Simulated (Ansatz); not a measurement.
Y:

```
Y
1.0
     0.00000    2.55199    2.55199
     2.55199    0.00000    2.55199
     2.55199    2.55199    0.00000
Y
1
Direct
  0.00000 0.00000 0.00000
```

This isn't the form of Y at room conditions, which is hcp.

```yaml
Program: Ansatz 0.2.0
Task: relaxation of cell and atoms
Functional: RPBE
Dispersion: D3(BJ)
Potentials_or_basis: Ansatz PAW
Cutoff: "420 eV (not typed: the program's choice for these potentials)"
k_mesh: 9 × 9 × 9
Occupations: fermi-dirac, width 0.05 eV
Spin: no spin polarisation
```

At the start: volume 33.24 Å³/atom.

Where does the relaxation end?

It ends after 7 steps and the volume is 21.89 Å³/atom (-34.1 %); space group Fm-3m (No. 225, to 0.05 Å).

Step by step:
```
step  energy change (eV)  largest force (eV/Å)  volume (Å³)
   1              0.0000                0.0000        33.24
   2             -0.4384                0.0000        28.58
   3             -0.7188                0.0000        24.40
   4             -0.7700                0.0000        21.00
   5             -0.7788                0.0000        21.96
   6             -0.7789                0.0000        21.89
   7             -0.7785                0.0000        21.89
```

Final structure:
```
CELL_PARAMETERS angstrom
0.00000 2.22029 2.22029
2.22029 0.00000 2.22029
2.22029 2.22029 0.00000
ATOMIC_POSITIONS crystal
Y 0.00000 0.00000 0.00000
```

Caveat: the volume moved by over 15 % at a fixed basis, so the end points are rough; the plane-wave basis is chosen anew once the cell has moved, so the energies of steps on either side of that aren't comparable; pairwise dispersion overbinds metals, which lowers pressure and volume; the PAW data sets come from PBE, with cores solved anew for the run's functional, which leaves a small shift of forces and pressure.
